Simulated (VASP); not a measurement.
# MgS (Niningerite) (Fm-3m) in VASP: further runs, part 2 of 3

VASP 6.6.1.

**3. G0W0 quasiparticle levels, PBE**

File POSCAR:

```
MgS
1.0
    0.0000000000      2.6016500000      2.6016500000
    2.6016500000      0.0000000000      2.6016500000
    2.6016500000      2.6016500000      0.0000000000
S Mg
1 1
Direct
    0.5000000000      0.5000000000      0.5000000000
    0.0000000000      0.0000000000      0.0000000000
```

File INCAR.step1:

```
ALGO = Normal
EDIFF = 1E-8
ENCUT = 500
GGA = PE
ISMEAR = 0
KPAR = 4
LASPH = True
LCHARG = False
LREAL = False
LWAVE = True
NELM = 60
PREC = Accurate
SIGMA = 0.01
```

File INCAR.step2:

```
ALGO = Exact
EDIFF = 1E-8
ENCUT = 500
GGA = PE
ISMEAR = 0
ISTART = 1
KPAR = 4
LASPH = True
LCHARG = False
LOPTICS = True
LREAL = False
LWAVE = True
NBANDS = 230
NELM = 1
PREC = Accurate
SIGMA = 0.01
```

File INCAR.step3:

```
ALGO = EVGW0
EDIFF = 1E-8
ENCUT = 500
ENCUTGW = 200
GGA = PE
ISMEAR = 0
ISTART = 1
KPAR = 4
LASPH = True
LCHARG = False
LREAL = False
LWAVE = False
NBANDS = 230
NBANDSGW = 12
NELMGW = 1
NOMEGA = 50
PREC = Accurate
PRECFOCK = Fast
SIGMA = 0.01
```

File KPOINTS:

```
k-points
0
Gamma
  4 4 4
```

Potentials or basis: VASP PAW PBE potentials, release 64 (S_GW, Mg_GW).

Launch:

```
cat potpaw_PBE.64/S_GW/POTCAR potpaw_PBE.64/Mg_GW/POTCAR > POTCAR
cp INCAR.step1 INCAR
mpirun -np 4 vasp_std > vasp.out
cp INCAR.step2 INCAR
mpirun -np 4 vasp_std > vasp.out
cp INCAR.step3 INCAR
mpirun -np 4 vasp_std > vasp.out
```

OUTCAR:

```text
EDIFF = 1E-8
   ENCUT = 500
   ENCUTGW = 200
   GGA = PE
   ISMEAR = 0
   ISTART = 1
   LASPH = True
   LREAL = False
   NELMGW = 1
   PREC = Accurate
   PRECFOCK = Fast

 ion  position               nearest neighbor table
   1  0.500  0.500  0.500-
   2  0.000  0.000  0.000-

  LATTYP: Found a face centered cubic cell.
 ALAT       =     5.2033000000

  Lattice vectors:

 A1 = (   0.0000000000,   2.6016500000,   2.6016500000)
 A2 = (   2.6016500000,   0.0000000000,   2.6016500000)
 A3 = (   2.6016500000,   2.6016500000,   0.0000000000)

Analysis of symmetry for initial positions (statically):
=====================================================================
 Subroutine PRICEL returns:
 Original cell was already a primitive cell.

 Routine SETGRP: Setting up the symmetry group for a
 face centered cubic supercell.

 Subroutine GETGRP returns: Found 48 space group operations
 (whereof 48 operations were pure point group operations)
 out of a pool of 48 trial point group operations.

The static configuration has the point symmetry O_h .

Analysis of symmetry for dynamics (positions and initial velocities):
=====================================================================
 Subroutine PRICEL returns:
 Original cell was already a primitive cell.

 Routine SETGRP: Setting up the symmetry group for a
 face centered cubic supercell.

 Subroutine GETGRP returns: Found 48 space group operations
 (whereof 48 operations were pure point group operations)
 out of a pool of 48 trial point group operations.

The dynamic configuration has the point symmetry O_h .

 Subroutine INISYM returns: Found 48 space group operations
 (whereof 48 operations are pure point group operations),
 and found     1 'primitive' translations

----------------------------------------------------------------------------------------

                                     Primitive cell

  volume of cell :      35.2190

  direct lattice vectors                    reciprocal lattice vectors
     0.000000000  2.601650000  2.601650000    -0.192185728  0.192185728  0.192185728
     2.601650000  0.000000000  2.601650000     0.192185728 -0.192185728  0.192185728
     2.601650000  2.601650000  0.000000000     0.192185728  0.192185728 -0.192185728

  length of vectors
     3.679288715  3.679288715  3.679288715     0.332875446  0.332875446  0.332875446

  position of ions in fractional coordinates (direct lattice)
     0.500000000  0.500000000  0.500000000
     0.000000000  0.000000000  0.000000000

  ion indices of the primitive-cell ions
   primitive index   ion index
                 1           1
                 2           2

----------------------------------------------------------------------------------------

 KPOINTS: k-points

Automatic generation of k-mesh.
 Grid dimensions read from file:
 generate k-points for:    4    4    4

 Generating k-lattice:

  Cartesian coordinates                     Fractional coordinates (reciprocal lattice)
    -0.048046432  0.048046432  0.048046432     0.250000000  0.000000000  0.000000000
     0.048046432 -0.048046432  0.048046432     0.000000000  0.250000000  0.000000000
     0.048046432  0.048046432 -0.048046432     0.000000000  0.000000000  0.250000000

  Length of vectors
     0.083218861  0.083218861  0.083218861

  Shift w.r.t. Gamma in fractional coordinates (k-lattice)
     0.000000000  0.000000000  0.000000000

 Subroutine IBZKPT returns following result:
 ===========================================

 Found      8 irreducible k-points:

 Following reciprocal coordinates:
            Coordinates               Weight
  0.000000  0.000000  0.000000      1.000000
  0.250000  0.000000  0.000000      8.000000
  0.500000  0.000000  0.000000      4.000000
  0.250000  0.250000  0.000000      6.000000
  0.500000  0.250000  0.000000     24.000000
 -0.250000  0.250000  0.000000     12.000000
  0.500000  0.500000  0.000000      3.000000
 -0.250000  0.500000  0.250000      6.000000
   k-points           NKPTS =      8   k-points in BZ     NKDIM =     64   number of bands    NBANDS=    230
   number of dos      NEDOS =    301   number of ions     NIONS =      2
   total plane-waves  NPLWV =  21952
   dimension x,y,z NGX =    28 NGY =   28 NGZ =   28
   dimension x,y,z NGXF=    56 NGYF=   56 NGZF=   56
   ions per type =               1   1
   NGX,Y,Z   is equivalent  to a cutoff of  12.65, 12.65, 12.65 a.u.
   NGXF,Y,Z  is equivalent  to a cutoff of  25.30, 25.30, 25.30 a.u.
 SYSTEM =  unknown system
   PREC   = accura    normal or accurate (medium, high low for compatibility)
   ISTART =      1    job   : 0-new  1-cont  2-samecut
   ICHARG =      0    charge: 1-file 2-atom 10-const
   ISPIN  =      1    spin polarized calculation?
   LNONCOLLINEAR =      F non collinear calculations
   LSORBIT =      F    spin-orbit coupling
   LASPH  =      T    aspherical Exc in radial PAW
   ENCUT  =  500.0 eV  36.75 Ry    6.06 a.u.   6.71  6.71  6.71*2*pi/ulx,y,z
   NELM   =     60;   NELMIN=  2; NELMDL=  0     # of ELM steps
   EDIFF  = 0.1E-07   stopping-criterion for ELM
   LREAL  =      F    real-space projection
   EDIFFG = 0.1E-06   stopping-criterion for IOM
   NSW    =      0    number of steps for IOM
   IBRION =     -1    ionic relax: 0-MD 1-quasi-New 2-CG
   NFREE  =      0    steps in history (QN), initial steepest desc. (CG)
   ISIF   =      0    stress and relaxation
   ISYM   =      3    0-nonsym 1-usesym 2-fastsym
   POTIM  = 0.5000    time-step for ionic-motion
   TEBEG  =    0.0;   TEEND  =   0.0 temperature during run
   PSTRESS=    0.0 pullay stress
   NELECT =       8.0000    total number of electrons
   NUPDOWN=      -1.0000    fix difference up-down
   EMIN   =  10.00;   EMAX   =-10.00  energy-range for DOS
   EFERMI =   0.00;   METHOD = LEGACY
   ISMEAR =     0;   SIGMA  =   0.01  broadening in eV -4-tet -1-fermi 0-gaus
   EFERMI_NEDOS =   21; number of points for ismear=-14 and -15
   IALGO  =     38    algorithm
   IMIX   =      4    mixing-type and parameters
     AMIX     =   0.40;   BMIX     =  1.00
     AMIX_MAG =   1.60;   BMIX_MAG =  1.00
  volume/ion in A,a.u.               =      17.61       118.83
  Fermi-wavevector in a.u.,A,eV,Ry     =   0.998878  1.887606 13.575323  0.997758
  Thomas-Fermi vector in A             =   2.131131
   LORBIT       =      0    0 simple, 1 ext, 2 COOP (PROOUT), +10 PAW based schemes
   GGA     = PE    functional components
   LHFCALC =     T    Hartree Fock is set to
   PRECFOCK=fast      Normal, Fast or Accurate (Low or Medium for compatibility)
   ENCUT4O =  -1.0   cutoff for four orbital integrals eV
   NKREDX  =     1    reduce k-point grid by
   NKREDY  =     1    reduce k-point grid by
   NKREDZ  =     1    reduce k-point grid by
   AEXX    =    1.0000 exact exchange contribution
   HFSCREEN=    0.0000 screening length (either q_TF or 0.3 A-1)
   HFSCREENC=   0.0000 screening length for correlation (either q_TF or 0.3 A-1)
   ENCUTFOCK=  -1.0 apply spherical cutoff to Coloumb kernel
   IVDW    =     0    specifies the selected vdW correction
   LEPSILON=     F    determine dielectric tensor
   LRPA    =     F    only Hartree local field effects (RPA)
   LRPAFORCE           =     F    calculate RPA forces
   ENCUTGW             = 200.0    cutoff for response function in eV
   ENCUTGWSOFT         = 160.0    soft cutoff for Coulomb kernel in GW response function in eV
   ENCUTLF             =  -1.0    cutoff for local field effects
   NELMGW              =     1    number of iterations in solving QP/BSE equation
   NELMHF              =     1    number of iterations in the inner HF iteration
   NKREDLFX            =     1    NKREDLFY  =   1   NKREDLFZ  =   1
 non-spin polarized calculation
 Gauss-broadening in eV      SIGMA  =   0.01
  energy-cutoff  :      500.00
  volume of cell :       35.22
 maximum number of plane-waves:       896
 NGX is ok and might be reduce to    28
  NGX = 16; NGY = 16; NGZ = 16
   NGX = 13   NGY = 13   NGZ = 13
 maximum number of plane-waves:       229

 QP shifts <psi_nk| G(iteration)W_0 |psi_nk>: iteration 1
 for sc-GW calculations column KS-energies equals QP-energies in previous step
 and V_xc(KS)=  KS-energies - (<T + V_ion + V_H > + <T+V_H+V_ion>^1  + <V_x>^1)

 k-point   1 :       0.0000    0.0000    0.0000
  band No.  KS-energies  QP-energies   sigma(KS)   V_xc(KS)     V^pw_x(r,r')   Z            occupation Imag(sigma)

      1      -8.9036      -9.8708     -13.9693     -12.5923     -20.8480       0.7024       2.0000       1.4992
      2       3.7680       2.6932     -14.6976     -13.2988     -16.2915       0.7684       2.0000       0.0478
      3       3.7680       2.6932     -14.6976     -13.2988     -16.2915       0.7684       2.0000       0.0478
      4       3.7680       2.6932     -14.6976     -13.2988     -16.2915       0.7684       2.0000       0.0478
      5       7.4638       7.9312      -9.4145     -10.0062      -5.3347       0.7900       0.0000      -0.0905
      6      11.6692      12.1756      -8.7080      -9.3525      -4.2288       0.7856       0.0000      -0.1085
      7      11.6692      12.1756      -8.7080      -9.3525      -4.2288       0.7856       0.0000      -0.1085
      8      11.6692      12.1756      -8.7080      -9.3525      -4.2288       0.7856       0.0000      -0.1085
      9      14.0185      14.6923      -9.5882     -10.4699      -4.5842       0.7643       0.0000      -0.1576
     10      14.0185      14.6923      -9.5882     -10.4699      -4.5842       0.7643       0.0000      -0.1576
     11      16.3013      16.2570      -7.3127      -7.2541      -1.8101       0.7562       0.0000      -0.3338
     12      16.9225      17.3587      -7.8617      -8.4473      -2.0446       0.7447       0.0000      -0.4159
[... 100 lines left out ...]
      1      -7.1755      -7.9615     -14.9334     -13.7975     -21.4356       0.6919       2.0000       1.0868
      2       0.5315      -0.6847     -12.8778     -11.2426     -15.3368       0.7437       2.0000       0.0853
      3       0.5315      -0.6847     -12.8778     -11.2426     -15.3368       0.7437       2.0000       0.0853
      4       1.4008       0.3031     -12.9224     -11.4680     -14.9858       0.7547       2.0000       0.0680
      5       8.9878       9.5589      -9.6499     -10.3796      -5.6085       0.7826       0.0000      -0.0912
      6      11.6912      12.1296      -9.4804     -10.0464      -4.8528       0.7745       0.0000      -0.1184
      7      11.6912      12.1296      -9.4804     -10.0464      -4.8528       0.7745       0.0000      -0.1184
      8      11.7871      12.3453      -8.6485      -9.3741      -3.8715       0.7693       0.0000      -0.1352
      9      18.0521      18.4844      -9.2564      -9.8355      -3.0982       0.7465       0.0000      -0.5225
     10      18.0521      18.4844      -9.2564      -9.8355      -3.0982       0.7465       0.0000      -0.5225
     11      19.3422      19.8878      -9.9115     -10.6346      -3.7097       0.7545       0.0000      -0.5851
     12      19.4501      20.1384     -11.1333     -12.0557      -4.7656       0.7461       0.0000      -0.5048
```

Wall time 30 s (4 MPI ranks of Intel Xeon 6975P-C (Granite Rapids), shared host); peak memory 0.42 GiB.

What came out:

- Band gap on the k mesh, mean-field level: 2.75 eV, indirect (least direct gap 3.70 eV)
- Quasiparticle gap: 4.35 eV
- Least direct quasiparticle gap: 5.24 eV

Levels at points of the mesh, in eV from the valence-band top:
| k point | band 1 | band 2 | band 3 | band 4 | band 5 | band 6 | band 7 | band 8 |
| --- | --- | --- | --- | --- | --- | --- | --- | --- |
| (0.00, 0.00, 0.00) | -12.67 | 0.00 | 0.00 | 0.00 | 3.70 | 7.90 | 7.90 | 7.90 |
| (0.50, 0.00, 0.00) | -11.36 | -4.84 | -0.59 | -0.59 | 4.53 | 6.86 | 6.86 | 10.08 |
| (0.50, 0.50, 0.00) | -10.99 | -4.20 | -1.69 | -1.69 | 2.75 | 4.37 | 11.99 | 12.65 |

Caveat: the k mesh is coarse (spacing up to 0.52 Å⁻¹), so the values aren't converged; bands, screening cutoff and mesh are small and nothing is extrapolated, so the quasiparticle values aren't converged.

**4. Single point, r2SCAN-EpsX**

POSCAR is that of step 3.

File INCAR.step1:

```
PREC = Accurate
ENCUT = 300
EDIFF = 1E-8
ISMEAR = 0
SIGMA = 0.05
LREAL = False
LASPH = True
NELM = 60
ALGO = Normal
ISIF = 2
LWAVE = False
LCHARG = False
GGA = PE
LEPSILON = True
```

File KPOINTS.step1:

```
Automatic mesh
0
G
  9 9 9
  0 0 0
```

File INCAR.step2:

```
PREC = Accurate
ENCUT = 300
EDIFF = 1E-5
ISMEAR = 0
SIGMA = 0.05
LREAL = False
LASPH = True
NELM = 60
ALGO = Normal
ISIF = 2
LWAVE = True
LCHARG = False
GGA = PE
```

File KPOINTS.step2:

```
regular mesh
0
Gamma
  4 4 4
```

File INCAR.step3:

```
PREC = Accurate
ENCUT = 300
EDIFF = 1E-6
ISMEAR = 0
SIGMA = 0.05
LREAL = False
LASPH = True
NELM = 60
ALGO = Normal
ISIF = 2
LWAVE = False
LCHARG = False
METAGGA = R2SCAN
LHFCALC = True
AEXX = 0.1833
LMIXTAU = True
PRECFOCK = Fast
ISTART = 1
```

File KPOINTS.step3:

```
regular mesh
0
Gamma
  4 4 4
```

Potentials or basis: VASP PAW PBE potentials, release 64 (S, Mg_pv).

Launch:

```
cat potpaw_PBE.64/S/POTCAR potpaw_PBE.64/Mg_pv/POTCAR > POTCAR
cp INCAR.step1 INCAR
cp KPOINTS.step1 KPOINTS
mpirun -np 1 vasp_std > vasp.out
cp INCAR.step2 INCAR
cp KPOINTS.step2 KPOINTS
mpirun -np 1 vasp_std > vasp.out
cp INCAR.step3 INCAR
cp KPOINTS.step3 KPOINTS
mpirun -np 1 vasp_std > vasp.out
```

OUTCAR:

```text
PREC = Accurate
   ENCUT = 300
   EDIFF = 1E-6
   ISMEAR = 0
   LREAL = False
   LASPH = True
   NELM = 60
   ISIF = 2
   METAGGA = R2SCAN
   LHFCALC = True
   AEXX = 0.1833
   PRECFOCK = Fast
   ISTART = 1

 ion  position               nearest neighbor table
   1  0.500  0.500  0.500-   2 2.60   2 2.60   2 2.60   2 2.60   2 2.60   2 2.60
   2  0.000  0.000  0.000-   1 2.60   1 2.60   1 2.60   1 2.60   1 2.60   1 2.60

  LATTYP: Found a face centered cubic cell.
 ALAT       =     5.2033000000

  Lattice vectors:

 A1 = (   0.0000000000,   2.6016500000,   2.6016500000)
 A2 = (   2.6016500000,   0.0000000000,   2.6016500000)
 A3 = (   2.6016500000,   2.6016500000,   0.0000000000)

Analysis of symmetry for initial positions (statically):
=====================================================================
 Subroutine PRICEL returns:
 Original cell was already a primitive cell.

 Routine SETGRP: Setting up the symmetry group for a
 face centered cubic supercell.

 Subroutine GETGRP returns: Found 48 space group operations
[... 163 lines left out ...]
 Fermi energy:         2.9677109432

 k-point     1 :       0.0000    0.0000    0.0000
  band No.  band energies     occupation
      1     -42.6904      2.00000
      2     -42.6899      2.00000
      3     -42.6899      2.00000
      4     -11.3963      2.00000
      5       2.5977      2.00000
      6       2.5977      2.00000
      7       2.5978      2.00000
      8       8.3488      0.00000
      9      12.4120      0.00000
     10      12.4120      0.00000
     11      12.4120      0.00000
[... 85 lines left out ...]
 k-point     8 :      -0.2500    0.5000    0.2500
  band No.  band energies     occupation
      1     -42.7402      2.00000
      2     -42.7395      2.00000
      3     -42.6652      2.00000
      4      -9.5203      2.00000
      5      -0.8903      2.00000
      6      -0.8901      2.00000
      7       0.1354      2.00000
      8       9.7427      0.00000
      9      12.4885      0.00000
     10      12.4886      0.00000
     11      12.7221      0.00000

------------------------ aborting loop because EDIFF is reached ----------------------------------------

  FORCE on cell =-STRESS in cart. coord.  units (eV):
  Direction    XX          YY          ZZ          XY          YZ          ZX
  --------------------------------------------------------------------------------------
  -------------------------------------------------------------------------------------
  Total      -10.6377817    -10.6377817    -10.6377817     -0.0000000     -0.0000000      0.0000000
  in kB     -483.9327900   -483.9327900   -483.9327900     -0.0000000     -0.0000000      0.0000000
  external PRESSURE =    -483.9327900 kB  Pullay stress =       0.0000000 kB

 VOLUME and BASIS-vectors are now :
 -----------------------------------------------------------------------------
  energy-cutoff  :      300.00
  volume of cell :       35.22
      direct lattice vectors                 reciprocal lattice vectors
     0.000000000  2.601650000  2.601650000    -0.192185728  0.192185728  0.192185728
     2.601650000  0.000000000  2.601650000     0.192185728 -0.192185728  0.192185728
     2.601650000  2.601650000  0.000000000     0.192185728  0.192185728 -0.192185728

 POSITION                                       TOTAL-FORCE (eV/Angst)
 -----------------------------------------------------------------------------------
      2.60165      2.60165      2.60165         0.000000     -0.000000      0.000000
      0.00000      0.00000      0.00000        -0.000000      0.000000     -0.000000
 -----------------------------------------------------------------------------------
    total drift:                                0.000000      0.000000      0.000000

  FREE ENERGIE OF THE ION-ELECTRON SYSTEM (eV)
  ---------------------------------------------------
  free  energy   TOTEN  =       -15.1306382903 eV

  energy  without entropy=      -15.1306382903  energy(sigma->0) =      -15.13063829
```

OUTCAR.step1:

```text
PREC = Accurate
   ENCUT = 300
   EDIFF = 1E-8
   ISMEAR = 0
   LREAL = False
   LASPH = True
   NELM = 60
   ISIF = 2
   GGA = PE
   LEPSILON = True

[... 619 lines left out ...]
  x     0.00000     0.00000     0.00000     0.00000     0.00000     0.00000
  y     0.00000     0.00000     0.00000     0.00000     0.00000     0.00000
  z     0.00000     0.00000     0.00000     0.00000     0.00000     0.00000

 BORN EFFECTIVE CHARGES (including local field effects) (in |e|, cummulative output)
 ---------------------------------------------------------------------------------
 ion    1
    1    -2.35963    -0.00000     0.00000
    2     0.00000    -2.35963     0.00000
    3     0.00000     0.00000    -2.35963
 ion    2
    1     2.35963     0.00000     0.00000
    2    -0.00000     2.35963     0.00000
    3     0.00000     0.00000     2.35963
```

OUTCAR.step2:

```text
PREC = Accurate
   ENCUT = 300
   EDIFF = 1E-5
   ISMEAR = 0
   LREAL = False
[... 317 lines left out ...]
      2.60165      2.60165      2.60165         0.000000      0.000000     -0.000000
      0.00000      0.00000      0.00000        -0.000000     -0.000000      0.000000
 -----------------------------------------------------------------------------------
    total drift:                                0.000000     -0.000000     -0.000000

  FREE ENERGIE OF THE ION-ELECTRON SYSTEM (eV)
  ---------------------------------------------------
  free  energy   TOTEN  =        -7.9462028054 eV

  energy  without entropy=       -7.9462028054  energy(sigma->0) =       -7.94620281
```

It took 1.7 min on 1 thread of Intel Xeon Platinum 8259CL at 2.50GHz (Skylake/Cascade Lake), shared host; peak memory 0.16 GiB.

The run converged, but a check on its numbers failed (symmetry, net force, bounds or a known fault of this set-up), so they aren't taken as properties of the crystal.

Caveat: the k mesh is coarse (spacing up to 0.52 Å⁻¹), so the values aren't converged, least of all with exact exchange; the cutoff lies under the usual one of these potentials, so the numbers hold a large basis-set error; a pressure of tens of GPa on the cell as given is suspect, and the run, the potentials or the cell itself is likely at fault; the PAW data sets were made with another functional, which shifts forces and pressure a little.

(Part 2 of 3 ends here.)
